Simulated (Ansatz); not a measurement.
From the elastic tensor of BP at 18 GPa (stress–strain coefficients) to moduli and sound speeds

Level of theory: DFT PBE, scalar-relativistic, plane waves, PAW (Ansatz). Cutoff 420 eV, 10×10×10 k-points (Γ-centred), fixed occupations. No spin polarisation.

The structure is cubic, space group F-43m (No. 216). Conventional cell: a = 4.409 Å, b = 4.409 Å, c = 4.409 Å, α = 90.00°, β = 90.00°, γ = 90.00°. Around B (site symmetry -43m) lie 4 P at 1.91 Å. P (site symmetry -43m) is surrounded by 4 B at 1.91 Å.

Relaxed-ion constants (GPa, on the Cartesian axes of the calculation):
C11 = 417.3, C12 = 131.8, C13 = 131.8, C22 = 417.3, C23 = 131.8, C33 = 417.3, C44 = 215.9, C55 = 215.9, C66 = 215.9 GPa; the others vanish.

Density 3.237 g/cm³; 2 atoms in 21.43 Å³.

The values that follow are for a polycrystal of randomly turned grains, by Hill's mean where one number stands.

With S = C⁻¹: B_V = (C11+C22+C33+2(C12+C13+C23))/9, G_V = (C11+C22+C33−C12−C13−C23+3(C44+C55+C66))/15, 1/B_R = S11+S22+S33+2(S12+S13+S23), 15/G_R = 4(S11+S22+S33−S12−S13−S23)+3(S44+S55+S66); Hill is their mean. Then v_l = √((B+4G/3)/ρ), v_t = √(G/ρ), v_m = [(2/v_t³+1/v_l³)/3]^(−1/3) and Θ = (ħ/k_B)·v_m·(6π²n/V)^(1/3) for n atoms in the volume V; E = 9BG/(3B+G), ν = (3B−2G)/(2(3B+G)) and A^U = 5G_V/G_R + B_V/B_R − 6.

* Bulk modulus, Voigt / Reuss / Hill: 227.0 / 227.0 / 227.0 GPa
* Shear modulus, Voigt / Reuss / Hill: 186.6 / 179.2 / 182.9 GPa
* Young's modulus: 433 GPa
* Poisson ratio: 0.182
* Pugh ratio B/G: 1.24
* Universal anisotropy index: 0.21
* Longitudinal and transverse sound speeds: 12060 and 7516 m/s
* Debye temperature from the mean sound speed: 1118 K

Cost: 1 run of about 0.65 core-minutes, on Arm Neoverse V1 (shared hosts).

At 18 GPa, BP resists shear almost as strongly as it resists compression, and its elastic constants meet the cubic conditions for stability against small homogeneous strains. The reason is the network of short, directional sp³ bonds between atoms of similar electronegativity: shear must bend bond angles as well as change bond lengths. C44 lies well above C12, whereas purely central forces under pressure would put C12 above C44, so the angular forces are substantial. The low Pugh ratio fits this picture and suggests brittle behaviour, though it is no measure of fracture.

The modest anisotropy has a clear direction. C44 exceeds half the difference between C11 and C12, making the crystal stiffest in uniaxial loading along ⟨111⟩, where bonds are stretched directly, and softest along ⟨100⟩, where angle bending takes up more of the strain. Stiff bonds and light atoms together account for the fast sound and high Debye temperature. How much of this stiffness comes from compression cannot be judged from a single pressure.
